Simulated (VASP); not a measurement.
A VASP 6.6.1 single-point calculation on BaO

INCAR

```
LREAL = .FALSE.
SIGMA = 0.1
IBRION = -1
ENCUT = 520
PREC = Accurate
NELM = 94
ISMEAR = 1
NBANDS = 15
LASPH = .TRUE.
EDIFF = 1E-7
LCHARG = .FALSE.
NSW = 0
ISIF = 2
GGA = PE
LWAVE = .FALSE.
```

KPOINTS

```
KPOINTS created by Atomic Simulation Environment
0
Gamma
8 8 8
0 0 0
```

POSCAR

```
Ba O
 1.0000000000000000
     0.0000000000000000    2.7478267818000002    2.7902908235999999
     2.7478267818000002    0.0000000000000000    2.7902908235999999
     2.7478267818000002    2.7478267818000002    0.0000000000000000
 Ba  O
   1   1
Cartesian
  0.0000000000000000  0.0000000000000000  0.0000000000000000
  2.7478267818000002  2.7478267818000002  2.7902908235999999
```

The recommended PBE PAW datasets give the neutral cell 16 valence electrons.

Command

```
mpirun -np 1 vasp_std
```

OSZICAR

```
N       E                     dE             d eps       ncg     rms          rms(c)
DAV:   1     0.771499236796E+02    0.77150E+02   -0.77825E+03  1770   0.984E+02
DAV:   2    -0.105762224622E+02   -0.87726E+02   -0.78356E+02  2493   0.201E+02
DAV:   3    -0.143644505921E+02   -0.37882E+01   -0.37627E+01  2210   0.416E+01
DAV:   4    -0.144065611097E+02   -0.42111E-01   -0.42104E-01  2155   0.452E+00
DAV:   5    -0.144073337641E+02   -0.77265E-03   -0.77265E-03  2129   0.532E-01    0.961E+00
DAV:   6    -0.120332261344E+02    0.23741E+01   -0.87198E+00  1854   0.220E+01    0.627E+00
DAV:   7    -0.118061235755E+02    0.22710E+00   -0.62794E-01  2009   0.626E+00    0.225E+00
DAV:   8    -0.117818532935E+02    0.24270E-01   -0.10063E-01  2225   0.320E+00    0.533E-01
DAV:   9    -0.117815865027E+02    0.26679E-03   -0.94910E-03  2036   0.922E-01    0.161E-01
DAV:  10    -0.117828214826E+02   -0.12350E-02   -0.25880E-03  1875   0.398E-01    0.480E-02
DAV:  11    -0.117827989493E+02    0.22533E-04   -0.16104E-04  2253   0.108E-01    0.253E-02
DAV:  12    -0.117828064753E+02   -0.75260E-05   -0.22052E-05  1917   0.409E-02    0.387E-03
DAV:  13    -0.117828060198E+02    0.45543E-06   -0.13204E-06  2295   0.102E-02    0.162E-03
DAV:  14    -0.117828062471E+02   -0.22728E-06   -0.56880E-07  1938   0.610E-03    0.113E-03
DAV:  15    -0.117828062321E+02    0.14975E-07   -0.63826E-08  1322   0.194E-03
   1 F= -.11782806E+02 E0= -.11782909E+02  d E =0.308453E-03
```

From OUTCAR

```
k-points           NKPTS =     59   k-points in BZ     NKDIM =     59   number of bands    NBANDS=     15

   NELECT =      16.0000    total number of electrons

   dimension x,y,z NGX =    30 NGY =   30 NGZ =   30
   dimension x,y,z NGXF=    60 NGYF=   60 NGZF=   60

  energy-cutoff  :      520.00
  volume of cell :       42.14
      direct lattice vectors                 reciprocal lattice vectors
     0.000000000  2.747826782  2.790290824    -0.181961979  0.181961979  0.179192791
     2.747826782  0.000000000  2.790290824     0.181961979 -0.181961979  0.179192791
     2.747826782  2.747826782  0.000000000     0.181961979  0.181961979 -0.179192791

 k-points in reciprocal lattice and weights: KPOINTS created by Atomic Simulation Env
   0.00000000  0.00000000  0.00000000       0.002
   0.12500000  0.00000000  0.00000000       0.016
   0.25000000  0.00000000  0.00000000       0.016
   0.37500000  0.00000000  0.00000000       0.016
   0.50000000  0.00000000  0.00000000       0.008
   0.12500000  0.12500000  0.00000000       0.004
   0.25000000  0.12500000  0.00000000       0.016
   0.37500000  0.12500000  0.00000000       0.016
   ...

 E-fermi :   2.0014

 k-point     1 :       0.0000    0.0000    0.0000
  band No.  band energies     occupation
      1     -23.9787      2.00000
      2     -13.1075      2.00000
      3      -8.4789      2.00000
      4      -8.4716      2.00000
      5      -8.4716      2.00000
      6       1.5229      2.00000
      7       1.5965      2.00000
      8       1.5965      2.00000
      9       5.5069      0.00000
     10       6.5394      0.00000
     11       6.6505      0.00000
     12       6.6505      0.00000
     13       8.7977      0.00000
     14       9.0105      0.00000
     15      11.9165      0.00000

 k-point     2 :       0.1250    0.0000    0.0000
  band No.  band energies     occupation
      1     -23.9413      2.00000
      2     -13.2169      2.00000
      3      -8.5152      2.00000
      4      -8.4930      2.00000
      5      -8.4869      2.00000
      6       1.2278      2.00000
      7       1.3554      2.00000
      8       1.3885      2.00000
      9       6.1387      0.00000
     10       6.5005      0.00000
     11       6.8771      0.00000
     12       6.9378      0.00000
     13       9.2000      0.00000
     14       9.4176      0.00000
     15      12.8798      0.00000

 k-point     3 :       0.2500    0.0000    0.0000
  band No.  band energies     occupation
      1     -23.8488      2.00000
      2     -13.4815      2.00000
      3      -8.6011      2.00000
      4      -8.5389      2.00000
      5      -8.5229      2.00000
      6       0.6015      2.00000
      7       0.9261      2.00000
      8       0.9455      2.00000
      9       6.3964      0.00000
     10       7.6727      0.00000
     11       7.7177      0.00000
     12       7.7540      0.00000
     13      10.2016      0.00000
     14      10.4204      0.00000
     15      14.9604      0.00000

 ...

  Total        1.1332058      1.1332058      0.7140147      0.0000000      0.0000000      0.0000000
  in kB       43.0884819     43.0884819     27.1493561      0.0000000      0.0000000      0.0000000
  external PRESSURE =      37.7754400 kB  Pullay stress =       0.0000000 kB

 POSITION                                       TOTAL-FORCE (eV/Angst)
 -----------------------------------------------------------------------------------
      0.00000      0.00000      0.00000         0.000000      0.000000     -0.000000
      2.74783      2.74783      2.79029         0.000000      0.000000      0.000000
 -----------------------------------------------------------------------------------
    total drift:                                0.000000      0.000000      0.000000

  FREE ENERGIE OF THE ION-ELECTRON SYSTEM (eV)
  ---------------------------------------------------
  free  energy   TOTEN  =       -11.7828062321 eV

  energy  without entropy=      -11.7831146850  energy(sigma->0) =      -11.78290905
```

It converged. Results: gap between bands v and c on the k mesh 1.90 eV; least direct gap on the k mesh 1.90 eV; pressure 3.8 GPa. Band v is the last that the valence electrons fill when counted band by band, and c is the next.

For comparison, a separate PBE run of the intended cell, on usual settings and not on those above, gives a gap of 1.90 eV on its mesh and a pressure of 3.8 GPa.

The run above took about 50 s on one core of a shared host (Intel Xeon Platinum 8488C) and held 0.19 GiB at most.
